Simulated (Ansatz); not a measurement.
Energy ranking of NbAs structures

Computed with Ansatz, DFT r2SCAN, scalar-relativistic, plane waves, PAW. All cells share a 500 eV cutoff and Γ-centred k meshes spaced at most 0.3 Å⁻¹ (0.19 for metals, 2π included).

Temperature and zero-point effects are left out. The comparison covers the computed candidates alone. The k mesh leaves about 4 meV/atom of noise in metals. No run is spin-polarised.

```json
{"#": "1", "started from": "database cell", "space group": "I4_1md (No. 109)", "atoms": "4", "V (Å³/atom)": "17.6", "ΔE (meV/atom)": "0", "gap on mesh (eV)": "0.00"}
{"#": "2", "started from": "rock salt type", "space group": "Fm-3m (No. 225)", "atoms": "2", "V (Å³/atom)": "18.2", "ΔE (meV/atom)": "457", "gap on mesh (eV)": "0.00"}
{"#": "3", "started from": "zinc blende type", "space group": "F-43m (No. 216)", "atoms": "2", "V (Å³/atom)": "24.2", "ΔE (meV/atom)": "975", "gap on mesh (eV)": "0.00"}
```

The lowest structure: Space group I4_1md (No. 109), tetragonal, a = 3.458 Å, c = 11.768 Å. Nb is coordinated by 6 As at 2.62–2.63 Å; around As lie 6 Nb at 2.62–2.63 Å. Its energy against the elements is -0.79 eV/atom. The zero of energy is the lowest elemental structures computed at the same level; no fitted shifts are applied.

Space group I4_1md (No. 109). a = 3.458 Å, b = 3.458 Å, c = 11.768 Å, α = 90.00°, β = 90.00°, γ = 90.00°
| atom | site | symmetry | x | y | z |
| --- | --- | --- | --- | --- | --- |
| Nb | 4a | 2mm. | 0.0000 | 0.0000 | 0.2491 |
| As | 4a | 2mm. | 0.5000 | 0.5000 | 0.1669 |

The second: Space group Fm-3m (No. 225), cubic, a = 5.258 Å. Around Nb lie 6 As at 2.63 Å; As is coordinated by 6 Nb at 2.63 Å.